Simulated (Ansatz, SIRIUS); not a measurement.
**Si2W: programs and potentials compared**

```
W Si
1.0
    -1.60690    1.60690    3.91495
     1.60690   -1.60690    3.91495
     1.60690    1.60690   -3.91495
W Si
1 2
Direct
  0.00000 0.00000 0.00000
  0.66530 0.66530 0.00000
  0.33470 0.33470 0.00000
```

Alike in all runs: task band structure; functional PBE; k mesh 12 × 12 × 12; occupations fermi-dirac, width 0.05 eV; no spin polarisation; no spin-orbit coupling.

| program and potentials | plane-wave cutoff (eV) | notes | largest force (eV/Å) |
| --- | --- | --- | --- |
| Ansatz, all-electron LAPW, scalar-relativistic | - | - | 0.073 |
| SIRIUS, all-electron FP-LAPW (Koelling-Harmon valence), apw+lo standard | - | - | 0.074 |
| SIRIUS, all-electron FP-LAPW (ZORA valence), apw+lo standard | - | - | 0.074 |

Force on atom 2 (Si), eV/Å:

| program and potentials | x | y | z |
| --- | --- | --- | --- |
| Ansatz, all-electron LAPW, scalar-relativistic | 0.000 | 0.000 | 0.073 |
| SIRIUS, all-electron FP-LAPW (Koelling-Harmon valence), apw+lo standard | 0.000 | 0.000 | 0.074 |
| SIRIUS, all-electron FP-LAPW (ZORA valence), apw+lo standard | 0.000 | 0.000 | 0.074 |

Differences between rows come from potentials, basis sets and numerical settings, since the functional is the same but for its coding. Runs on potential files found faulty are left out.
